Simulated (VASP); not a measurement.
# Hf in VASP: single point with PBEsol+D4

Aim: the single point of Hf with PBEsol+D4.

Program: VASP 6.6.1. These are calculated values, not measurements. Logs are shortened: lines on timing, memory, paths and dates and some standing lists are left out, and cuts for length are marked.

## (1) Starting point

The cell holds a slab with vacuum, 3 atoms: a = 3.131 Å, b = 3.131 Å, c = 25.015 Å, α = 90.00°, β = 90.00°, γ = 120.00°.

The cell was built by a generator and needn't be a form met in nature.

## (2) Single point, PBEsol+D4

File INCAR:

```
  PREC = Accurate
  ENCUT = 520
  EDIFF = 1E-6
  ISMEAR = 1
  SIGMA = 0.1
  LREAL = False
  LASPH = True
  NELM = 100
  ALGO = Fast
  ISIF = 2
  LWAVE = False
  LCHARG = False
  LDIPOL = True
  IDIPOL = 3
  DIPOL = 0.5 0.5 0.377
  GGA = PS
  IVDW = 13
  NBANDS = 22
```

File KPOINTS:

```
regular mesh
0
Gamma
  12 12 1
```

File POSCAR:

```
Hf
1.0
    3.1305377717      0.0000000000      0.0000000000
   -1.5652688859      2.7111252378      0.0000000000
    0.0000000000      0.0000000000     25.0153358397
Hf
3
Direct
    0.6666666667      0.3333333333      0.2798283439
    0.3333333333      0.6666666667      0.3753473562
    0.6666666667      0.3333333333      0.4763372403
```

Potentials or basis: VASP PAW PBE potentials, release 64 (Hf_pv).

Started as:

```bash
$ cat potpaw_PBE.64/Hf_pv/POTCAR > POTCAR
$ mpirun -np 1 vasp_std > vasp.out
```

OUTCAR:

```text
PREC = Accurate
   ENCUT = 520
   EDIFF = 1E-6
   ISMEAR = 1
   LREAL = False
   LASPH = True
   NELM = 100
   ISIF = 2
   GGA = PS
   IVDW = 13

 ion  position               nearest neighbor table
   1  0.667  0.333  0.280-   2 3.00   2 3.00   2 3.00
   2  0.333  0.667  0.375-   1 3.00   1 3.00   1 3.00   3 3.11   3 3.11   3 3.11
   3  0.667  0.333  0.476-   2 3.11   2 3.11   2 3.11

  LATTYP: Found a hexagonal cell.
 ALAT       =     3.1305377717
 C/A-ratio  =     7.9907471700

  Lattice vectors:

 A1 = (   3.1305377717,   0.0000000000,   0.0000000000)
 A2 = (  -1.5652688859,   2.7111252378,   0.0000000000)
 A3 = (   0.0000000000,   0.0000000000,  25.0153358397)

Analysis of symmetry for initial positions (statically):
=====================================================================
 Subroutine PRICEL returns:
 Original cell was already a primitive cell.

 Routine SETGRP: Setting up the symmetry group for a
 hexagonal supercell.

 Subroutine GETGRP returns: Found  6 space group operations
 (whereof  6 operations were pure point group operations)
 out of a pool of 24 trial point group operations.

The static configuration has the point symmetry C_3v.

Analysis of symmetry for dynamics (positions and initial velocities):
=====================================================================
 Subroutine PRICEL returns:
 Original cell was already a primitive cell.

 Routine SETGRP: Setting up the symmetry group for a
 hexagonal supercell.

 Subroutine GETGRP returns: Found  6 space group operations
 (whereof  6 operations were pure point group operations)
 out of a pool of 24 trial point group operations.

The dynamic configuration has the point symmetry C_3v.

 Subroutine INISYM returns: Found  6 space group operations
 (whereof  6 operations are pure point group operations),
 and found     1 'primitive' translations

----------------------------------------------------------------------------------------

                                     Primitive cell

  volume of cell :     212.3122

  direct lattice vectors                    reciprocal lattice vectors
     3.130537772  0.000000000  0.000000000     0.319433935  0.184425269  0.000000000
    -1.565268886  2.711125238  0.000000000     0.000000000  0.368850537  0.000000000
     0.000000000  0.000000000 25.015335840     0.000000000  0.000000000  0.039975478

  length of vectors
     3.130537772  3.130537772 25.015335840     0.368850537  0.368850537  0.039975478

  position of ions in fractional coordinates (direct lattice)
     0.666666667  0.333333333  0.279828344
     0.333333333  0.666666667  0.375347356
     0.666666667  0.333333333  0.476337240

  ion indices of the primitive-cell ions
   primitive index   ion index
                 1           1
                 2           2
                 3           3

----------------------------------------------------------------------------------------

 KPOINTS: regular mesh

Automatic generation of k-mesh.
 Grid dimensions read from file:
 generate k-points for:   12   12    1

 Generating k-lattice:

  Cartesian coordinates                     Fractional coordinates (reciprocal lattice)
     0.026619495  0.015368772  0.000000000     0.083333333 -0.000000000  0.000000000
     0.000000000  0.030737545  0.000000000     0.000000000  0.083333333  0.000000000
     0.000000000  0.000000000  0.039975478     0.000000000  0.000000000  1.000000000

  Length of vectors
     0.030737545  0.030737545  0.039975478

  Shift w.r.t. Gamma in fractional coordinates (k-lattice)
     0.000000000  0.000000000  0.000000000

 Subroutine IBZKPT returns following result:
 ===========================================

 Found     19 irreducible k-points:

 Following reciprocal coordinates:
            Coordinates               Weight
  0.000000  0.000000  0.000000      1.000000
  0.083333 -0.000000  0.000000      6.000000
  0.166667 -0.000000  0.000000      6.000000
  0.250000 -0.000000  0.000000      6.000000
  0.333333 -0.000000  0.000000      6.000000
  0.416667  0.000000  0.000000      6.000000
[... 11 lines left out ...]
  0.333333  0.250000  0.000000     12.000000
  0.333333  0.333333  0.000000      2.000000
   k-points           NKPTS =     19   k-points in BZ     NKDIM =     19   number of bands    NBANDS=     22
   number of dos      NEDOS =    301   number of ions     NIONS =      3
   total plane-waves  NPLWV = 110592
   dimension x,y,z NGX =    24 NGY =   24 NGZ =  192
   dimension x,y,z NGXF=    48 NGYF=   48 NGZF=  384
   ions per type =               3
   NGX,Y,Z   is equivalent  to a cutoff of  12.75, 12.75, 12.76 a.u.
   NGXF,Y,Z  is equivalent  to a cutoff of  25.49, 25.49, 25.52 a.u.
 SYSTEM =  unknown system
   PREC   = accura    normal or accurate (medium, high low for compatibility)
   ISTART =      0    job   : 0-new  1-cont  2-samecut
   ICHARG =      2    charge: 1-file 2-atom 10-const
   ISPIN  =      1    spin polarized calculation?
   LNONCOLLINEAR =      F non collinear calculations
   LSORBIT =      F    spin-orbit coupling
   LASPH  =      T    aspherical Exc in radial PAW
   ENCUT  =  520.0 eV  38.22 Ry    6.18 a.u.   5.82  5.82 46.51*2*pi/ulx,y,z
   NELM   =    100;   NELMIN=  2; NELMDL= -5     # of ELM steps
   EDIFF  = 0.1E-05   stopping-criterion for ELM
   LREAL  =      F    real-space projection
   EDIFFG = 0.1E-04   stopping-criterion for IOM
   NSW    =      0    number of steps for IOM
   IBRION =     -1    ionic relax: 0-MD 1-quasi-New 2-CG
   NFREE  =      0    steps in history (QN), initial steepest desc. (CG)
   ISIF   =      2    stress and relaxation
   ISYM   =      2    0-nonsym 1-usesym 2-fastsym
   POTIM  = 0.5000    time-step for ionic-motion
   TEBEG  =    0.0;   TEEND  =   0.0 temperature during run
   PSTRESS=    0.0 pullay stress
   NELECT =      30.0000    total number of electrons
   NUPDOWN=      -1.0000    fix difference up-down
   EMIN   =  10.00;   EMAX   =-10.00  energy-range for DOS
   EFERMI =   0.00;   METHOD = LEGACY
   ISMEAR =     1;   SIGMA  =   0.10  broadening in eV -4-tet -1-fermi 0-gaus
   EFERMI_NEDOS =   21; number of points for ismear=-14 and -15
   IALGO  =     68    algorithm
   IMIX   =      4    mixing-type and parameters
     AMIX     =   0.40;   BMIX     =  1.00
     AMIX_MAG =   1.60;   BMIX_MAG =  1.00
  volume/ion in A,a.u.               =      70.77       477.58
  Fermi-wavevector in a.u.,A,eV,Ry     =   0.852688  1.611347  9.892487  0.727077
  Thomas-Fermi vector in A             =   1.969015
   LORBIT       =      0    0 simple, 1 ext, 2 COOP (PROOUT), +10 PAW based schemes
   GGA     = PS    functional components
   LHFCALC =     F    Hartree Fock is set to
   AEXX    =    0.0000 exact exchange contribution
   IVDW    =    13    specifies the selected vdW correction
   LEPSILON=     F    determine dielectric tensor
   LRPA    =     F    only Hartree local field effects (RPA)
 non-spin polarized calculation
 RMM-DIIS sequential band-by-band and
 Methfessel and Paxton  Order N= 1 SIGMA  =   0.10
  energy-cutoff  :      520.00
  volume of cell :      212.31
 maximum number of plane-waves:      5754
 NGX is ok and might be reduce to    24
   NGX = 11   NGY = 11   NGZ = 93

 dipolmoment           0.000000      0.000000      0.005624 electrons x Angstroem

 number of electron      29.9999995 magnetization

 dipolmoment           0.000000      0.000000     -0.004791 electrons x Angstroem

 Free energy of the ion-electron system (eV)
  ---------------------------------------------------
  ext. energy  EPLUGINS =         0.00000000
  ---------------------------------------------------
  free energy    TOTEN  =       -29.42548005 eV

  energy without entropy =      -29.42529806  energy(sigma->0) =      -29.42541939

 E-fermi :  -1.4336     XC(G=0):  -4.3185

 val. band max:       -1.4339945899   @ k =   0.4167   0.0000   0.0000
 cond. band min:      -1.4269077074   @ k =   0.0833   0.0833   0.0000
 fundamental gap:      0.0070868825
 Fermi energy:        -1.4336204985

 k-point     1 :       0.0000    0.0000    0.0000
  band No.  band energies     occupation
      1     -32.3174      2.00000
      2     -32.1329      2.00000
      3     -31.6554      2.00000
      4     -31.6554      2.00000
      5     -31.6027      2.00000
      6     -31.6027      2.00000
[... 14 lines left out ...]
     21       0.4193     -0.00000
     22       0.4193     -0.00000

 k-point     2 :       0.0833   -0.0000    0.0000
  band No.  band energies     occupation
      1     -32.3031      2.00000
      2     -32.1299      2.00000
      3     -31.7053      2.00000
      4     -31.6666      2.00000
      5     -31.6576      2.00000
      6     -31.6144      2.00000
[... 14 lines left out ...]
     21       0.3675     -0.00000
     22       0.6050      0.00000

 k-point     3 :       0.1667   -0.0000    0.0000
  band No.  band energies     occupation
      1     -32.2638      2.00000
      2     -32.1239      2.00000
      3     -31.8378      2.00000
      4     -31.7951      2.00000
      5     -31.6973      2.00000
      6     -31.6461      2.00000
[... 14 lines left out ...]
     21       0.6012      0.00000
     22       1.1409      0.00000
[... 351 lines left out ...]
 k-point    18 :       0.3333    0.2500    0.0000
  band No.  band energies     occupation
      1     -32.2421      2.00000
      2     -32.1999      2.00000
      3     -32.1344      2.00000
      4     -32.0357      2.00000
      5     -32.0225      2.00000
      6     -31.9962      2.00000
[... 14 lines left out ...]
     21       2.3915      0.00000
     22       2.6071      0.00000

 k-point    19 :       0.3333    0.3333    0.0000
  band No.  band energies     occupation
      1     -32.1803      2.00000
      2     -32.1448      2.00000
      3     -32.1290      2.00000
      4     -32.1068      2.00000
      5     -32.0969      2.00000
      6     -32.0166      2.00000
[... 14 lines left out ...]
     21       2.4603      0.00000
     22       2.9725      0.00000

------------------------ aborting loop because EDIFF is reached ----------------------------------------

 vacuum level on the upper side and lower side of the slab       (xc-potential included)        -0.164        -0.015

  DFT-D4 for vdW energy calculation

  Edisp (eV):   -0.23366

  FORCE on cell =-STRESS in cart. coord.  units (eV):
  Direction    XX          YY          ZZ          XY          YZ          ZX
  --------------------------------------------------------------------------------------
  -------------------------------------------------------------------------------------
  Total      -2.12863    -2.12863    -1.05033     0.00000     0.00000    -0.00000
  in kB     -16.06332   -16.06332    -7.92610     0.00000     0.00000    -0.00000
  external pressure =      -13.35 kB  Pullay stress =        0.00 kB

 VOLUME and BASIS-vectors are now :
 -----------------------------------------------------------------------------
  energy-cutoff  :      520.00
  volume of cell :      212.31
      direct lattice vectors                 reciprocal lattice vectors
     3.130537772  0.000000000  0.000000000     0.319433935  0.184425269  0.000000000
    -1.565268886  2.711125238  0.000000000     0.000000000  0.368850537  0.000000000
     0.000000000  0.000000000 25.015335840     0.000000000  0.000000000  0.039975478

 POSITION                                       TOTAL-FORCE (eV/Angst)
 -----------------------------------------------------------------------------------
      1.56527      0.90371      7.00000         0.000000     -0.000000     -0.014210
     -0.00000      1.80742      9.38944        -0.000000     -0.000000      0.439235
      1.56527      0.90371     11.91574        -0.000000      0.000000     -0.425026
 -----------------------------------------------------------------------------------
    total drift:                               -0.000000      0.000000     -0.000104

  FREE ENERGIE OF THE ION-ELECTRON SYSTEM (eV)
  ---------------------------------------------------
  free  energy   TOTEN  =       -29.6591448575 eV

  energy  without entropy=      -29.6589628703  energy(sigma->0) =      -29.65908420

 vacuum level on the upper side and lower side of the slab         2.747         2.866
```

Run time: 86 s. Hardware: 1 thread of Intel Xeon 6975P-C (Granite Rapids), shared host; peak memory 0.34 GiB.

Results:

| Item | Value |
| --- | --- |
| Free energy | -29.6591 eV |
| Largest force | 0.439 eV/Å |
| Band gap on the k mesh | none (metal or under the smearing width) |
| Dispersion energy per atom | -0.078 eV |

Forces in eV/Å, atoms in the order of the input:
```
Hf   0.000  0.000 -0.014
Hf   0.000  0.000  0.439
Hf   0.000  0.000 -0.425
```

Levels at points of the mesh, in eV from the Fermi level:
```csv
k point,band 12,band 13,band 14,band 15,band 16,band 17,band 18,band 19
"(0.00, 0.00, 0.00)",-4.03,-0.13,-0.02,0.74,1.25,1.25,1.34,1.34
"(0.50, 0.00, 0.00)",-2.69,-1.52,-1.14,0.04,0.91,1.49,1.57,1.72
```

Caveat: the PAW data sets were made with another functional, which shifts forces and pressure a little. Spin-orbit coupling is left out, which matters for the levels of Hf.
